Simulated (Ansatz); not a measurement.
WS2, DFT, PBEsol, PAW with Ansatz's default frozen-core files, scalar-relativistic (Ansatz 0.2.0), run on 1 thread of Intel(R) Xeon(R) 6975P-C (Granite Rapids) on a shared host.

The cell is COD entry 9012192, as deposited and not checked against the literature; nothing was relaxed. The listed cell was then made from it by scaling, straining or moving an atom.

Command: `ansatz run input.yaml --threads 1 --pin off --max-ram 4096MiB --backend cpu --events-out ev --progress --plain --runs-dir out`

```yaml
crystal:
  lattice:
    - [1.5474203766, 0.893403571, 6.16333]
    - [-1.5474203766, 0.893403571, 6.16333]
    - [0.0, -1.7868071419, 6.16333]
  atoms:
    - { symbol: W, position: [0.0, 0.0, 0.0] }
    - { symbol: S, position: [0.7503, 0.7503, 0.7503] }
    - { symbol: S, position: [0.581, 0.581, 0.581] }
kpoints:
  mp_grid: { grid: [15, 15, 15] }
scf:
  occupations: { method: fermi_dirac, width: 0.03 }
hamiltonian:
  xc: pbesol
  pseudopotentials: { kind: paw }
output:
  forces: true
  stress: true
  eigenvalues: true
  efg: { contact_densities: true }
```

How large is the problem that the program sets up?

344 irreducible k-points, 981 plane waves at Γ, 17 bands.

Estimate the wall time and the peak memory.

14 s of wall time for 8 SCF iterations, with a peak of 0.68 GiB. Times on shared machines scatter by tens of per cent.

And the same cell and mesh by all-electron PAW (datasets made for this crystal), asked for forces, stress, eigenvalues, efg, on the same hardware?

95 s, peak memory 3.1 GiB.
